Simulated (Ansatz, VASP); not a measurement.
# TaN in VASP and in Ansatz

POSCAR

```
TaN
1.0
    2.9359985310      0.0000000000      0.0000000000
   -1.4679992655      2.5426493133      0.0000000000
    0.0000000000      0.0000000000      2.8847543877
Ta N
1 1
Direct
    0.3333333333      0.6666666667      0.5000000000
    0.0000000000      0.0000000000      0.0000000000
```

The input INCAR.step1:

```
PREC     = Accurate       # precision mode
ENCUT    = 520            # plane-wave cutoff, eV
ISMEAR   = -1             # smearing method
SIGMA    = 0.02           # smearing width, eV
LREAL    = False          # projectors in reciprocal space
LASPH    = True           # aspherical terms in the spheres
NELM     = 100            # most SCF steps
NBANDS   = 15             # bands
GGA      = PE             # functional
ALGO     = Normal         # electronic algorithm
EDIFF    = 1E-4           # SCF threshold, eV
LWAVE    = True           # write WAVECAR
LCHARG   = False          # write CHGCAR
```

Contents of INCAR.step2:

```
PREC     = Accurate       # precision mode
ENCUT    = 520            # plane-wave cutoff, eV
EDIFF    = 1E-7           # SCF threshold, eV
ISMEAR   = -1             # smearing method
SIGMA    = 0.02           # smearing width, eV
LREAL    = False          # projectors in reciprocal space
LASPH    = True           # aspherical terms in the spheres
NELM     = 100            # most SCF steps
ALGO     = Normal         # electronic algorithm
ISIF     = 2              # what is computed and relaxed
LWAVE    = False          # write WAVECAR
LCHARG   = False          # write CHGCAR
METAGGA  = R2SCAN         # meta-GGA
LMIXTAU  = True         
NBANDS   = 15             # bands
ISTART   = 1
```

The input KPOINTS:

```
regular mesh
0
Gamma
  12 12 8
```

Input for Ansatz:

```yaml
crystal:
  lattice:
    - [2.935998531, 0.0, 0.0]
    - [-1.4679992655, 2.5426493133, 0.0]
    - [0.0, 0.0, 2.8847543877]
  atoms:
    - { symbol: Ta, position: [0.3333333333, 0.6666666667, 0.5] }
    - { symbol: "N", position: [0.0, 0.0, 0.0] }
kpoints:
  mp_grid: { grid: [12, 12, 8] }
  band_path:
    path:
      - [0.0, 0.0, 0.0]
      - [0.5, 0.0, 0.0]
      - [0.3333333333, 0.3333333333, 0.0]
      - [0.0, 0.0, 0.5]
      - [0.5, 0.0, 0.5]
      - [0.3333333333, 0.3333333333, 0.5]
      - [0.0, 0.0, 0.3]
    npoints: 1
hamiltonian:
  xc: r2scan
scf:
  occupations: { method: fermi_dirac, width: 0.02 }
  n_extra_bands: 4
output:
  forces: true
  stress: true
  eigenvalues: true
```

Alike in both runs: task single point; functional r2SCAN; k mesh 12 × 12 × 8; occupations fermi-dirac, width 0.02 eV; no spin polarisation.

|  | VASP | Ansatz |
| --- | --- | --- |
| version | VASP 6.6.1 | Ansatz 0.2.0 |
| potentials or method | VASP PAW PBE potentials, release 64 (Ta_pv, N) | plane waves, PAW |
| plane-wave cutoff (eV) | 520 | 500 |
| valence electrons in the cell | 16 | 18 |

|  | VASP | Ansatz | Ansatz less VASP |
| --- | --- | --- | --- |
| pressure (GPa) | 1.6 | 0.0 | -1.63 |
| largest component of the traceless stress (GPa) | 0.16 | 0.00 | -0.160 |

With one functional, cell and mesh, what is left measures potentials, basis and numerics. The two sets of potentials don't hold the same shells in valence.

Caveats: the PAW data sets were made with another functional, which shifts forces and pressure a little (VASP). The runs have no spin-orbit coupling, so splittings on Ta are missing.
